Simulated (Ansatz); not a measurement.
CoSi2:

```xyz
3
Lattice="0.0000 2.6780 2.6780 2.6780 0.0000 2.6780 2.6780 2.6780 0.0000" Properties=species:S:1:pos:R:3 pbc="T T T"
Co    0.0000    0.0000    0.0000
Si    4.0170    4.0170    4.0170
Si    1.3390    1.3390    1.3390
```

Base run:

- Program: Ansatz 0.2.0
- Functional: PBEsol
- Potentials or basis: Ansatz PAW
- Cutoff: 420 eV (not typed: the program's choice for these potentials)
- k mesh: 7 × 7 × 7
- Occupations: fermi-dirac, width 0.05 eV
- Spin: collinear spin, ferromagnetic start
- Starting moments: [2.5, 0.0, 0.0] μB
- Fixed moment: 2.5 μB

Its results: pressure 15.0 GPa; site moments Co +1.41; Si +0.23 μB.

Q: The run is repeated on the same cell with these changes: fixed moment from 2.5 μB to 1 μB; moments at the start from [2.5, 0.0, 0.0] to [1.0, 0.0, 0.0]. What comes out?

A: Pressure -0.1 GPa; site moments Co +0.56; Si +0.09 μB.

Caveats: the total moment is fixed, so each spin has its own Fermi level; the PAW data sets come from PBE, with cores solved anew for the run's functional, which leaves a small shift of forces and pressure; the thresholds are loose for stress.
